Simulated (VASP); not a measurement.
TaS2:

```
Ta S
1.0
     3.35000    0.00000    0.00000
    -1.67500    2.90119    0.00000
     0.00000    0.00000    5.86000
Ta S
1 2
Direct
  0.00000 0.00000 0.00000
  0.33333 0.66667 0.25000
  0.66667 0.33333 0.75000
```

| Property | Result |
| --- | --- |
| Program | VASP 6.6.1 |
| Task | relaxation of cell and atoms |
| Functional | PBE |
| Potentials or basis | VASP PAW PBE potentials, release 64 (Ta, S) |
| Cutoff | 300 eV |
| k mesh | 8 × 8 × 3 |
| Occupations | methfessel-paxton, width 0.1 eV |
| Spin | no spin polarisation |

At the start: pressure 8.5 GPa; volume 18.98 Å³/atom.

Question: Where does the relaxation end?

Answer: Over 18 steps the energy falls by 38.2 meV/atom and the volume is 20.36 Å³/atom (+7.2 %); space group P-3m1 (No. 164, to 0.05 Å).

The path:
```
step  energy change (eV)  largest force (eV/Å)  pressure (GPa)  volume (Å³)
   1              0.0000                1.2223            8.46        56.95
   2              0.2352                1.7943          -12.72        65.61
   3             -0.1003                0.0067           -0.79        59.82
   4             -0.1005                0.0350           -0.47        59.71
   5             -0.1089                0.0452           -0.21        59.46
   6             -0.1103                0.0975           -0.06        59.31
   7             -0.1108                0.0191            0.46        59.24
   8             -0.1108                0.0136            0.49        59.23
   9             -0.1112                0.0129            0.47        59.31
  10             -0.1121                0.0114            0.37        59.55
  11             -0.1135                0.0067            0.20        60.02
  12             -0.1145                0.0056           -0.10        60.97
  13             -0.1145                0.0076           -0.13        61.04
  14             -0.1147                0.0229            0.10        61.04
  15             -0.1147                0.0207            0.07        61.04
  16             -0.1147                0.0196            0.05        61.04
  17             -0.1147                0.0153           -0.13        61.10
  18             -0.1147                0.0022           -0.04        61.07
```

Final structure:
```
Ta S
1.0
     3.36256    0.00000    0.00000
    -1.68128    2.91206    0.00000
     0.00000    0.00000    6.23711
Ta S
1 2
Direct
  0.00000 0.00000 0.00000
  0.33333 0.66667 0.24668
  0.66667 0.33333 0.75332
```

Caveat: the cutoff is under 1.25 times the usual one of these potentials, so pressure, stress and relaxed cells hold a basis-set (Pulay) error; this functional lacks dispersion, which binds the layers, so the pressure and a relaxed spacing across them are unreliable.
